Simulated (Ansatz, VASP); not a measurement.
# One calculation of F, two programs

```
F
1.0
    -0.98713    0.98713    2.76812
     0.98713   -0.98713    2.76812
     0.98713    0.98713   -2.76812
F
1
Direct
  0.00000 0.00000 0.00000
```

Alike in both runs: task single point; functional PBEsol; k mesh 12 × 12 × 12; occupations gaussian, width 0.1 eV; no spin polarisation.

```csv
,VASP,Ansatz
version,VASP 6.6.1,Ansatz 0.2.0
potentials or method,"VASP PAW PBE potentials, release 64 (F)","scalar-relativistic, plane waves, PAW"
plane-wave cutoff (eV),520,420
valence electrons in the cell,7,7
```

```csv
,VASP,Ansatz,Ansatz less VASP
gap on the k mesh at the Fermi level (eV),none,none,-
pressure (GPa),-2.9,-2.1,+0.72
largest component of the traceless stress (GPa),4.17,4.35,+0.174
```

A gap of «none» marks a metal or a gap that the smearing closes.

Caveats: the k mesh is coarse (spacing up to 0.38 Å⁻¹), so the values aren't converged; the PAW data sets were made with another functional, which shifts forces and pressure a little (VASP); an odd number of electrons without spin polarisation forces a metal; a magnetic or distorted state may lie lower.
